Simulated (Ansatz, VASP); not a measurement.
# SiC: VASP beside Ansatz

File INCAR:

```
PREC = Accurate
ENCUT = 520
EDIFF = 1E-6
ISMEAR = 0
SIGMA = 0.05
LREAL = F
LASPH = T
NELM = 100
ALGO = Normal
ISIF = 2
LWAVE = F
LCHARG = T
GGA = PE
LELF = T
LVHAR = T
NBANDS = 11
```

Contents of KPOINTS:

```
Automatic mesh
0
Gamma
  12 12 12
```

File POSCAR:

```
SiC
1.0
    0.0000000000      2.1795877072      2.1795877072
    2.1795877072      0.0000000000      2.1795877072
    2.1412269636      2.1412269636      0.0383607436
Si C
1 1
Direct
    0.0000000000      0.0000000000      0.0000000000
    0.7500000000      0.7500000000      0.7500000000
```

Input for Ansatz:

```yaml
crystal:
  lattice:
    - [0.0, 2.1795877072, 2.1795877072]
    - [2.1795877072, 0.0, 2.1795877072]
    - [2.1412269636, 2.1412269636, 0.0383607436]
  atoms:
    - { symbol: Si, position: [0.0, 0.0, 0.0] }
    - { symbol: C, position: [0.75, 0.75, 0.75] }
basis:
  ecutwfc: 520.0
kpoints:
  mp_grid: { grid: [12, 12, 12] }
hamiltonian:
  xc: pbe
  pseudopotentials: { kind: paw, azcp: { folder: soft_1 } }
scf:
  occupations: { method: gaussian, width: 0.05 }
output:
  forces: true
  stress: true
  eigenvalues: true
```

Alike in both runs: task single point; functional PBE; k mesh 12 × 12 × 12; occupations gaussian, width 0.05 eV; no spin polarisation.

|  | VASP | Ansatz |
| --- | --- | --- |
| version | VASP 6.6.1 | Ansatz 0.2.0 |
| potentials or method | VASP PAW PBE potentials, release 64 (Si, C) | scalar-relativistic, plane waves, PAW |
| plane-wave cutoff (eV) | 520 | 520 |
| valence electrons in the cell | 8 | 8 |

|  | VASP | Ansatz | Ansatz less VASP |
| --- | --- | --- | --- |
| gap on the k mesh at the Fermi level (eV) | 1.22 | 1.22 | +0.005 |
| least direct gap on the mesh (eV) | 4.40 | 4.42 | +0.010 |
| pressure (GPa) | 9.6 | 9.7 | +0.07 |
| largest component of the traceless stress (GPa) | 5.36 | 5.34 | -0.017 |
| rms of the force components (eV/Å) | 0.197 | 0.197 | +0.0006 |

Atom by atom the forces differ by 0.001 eV/Å (rms over components). The functional is the same, so the differences come from potentials, cutoffs and numerics.

A k mesh can miss the band edges.
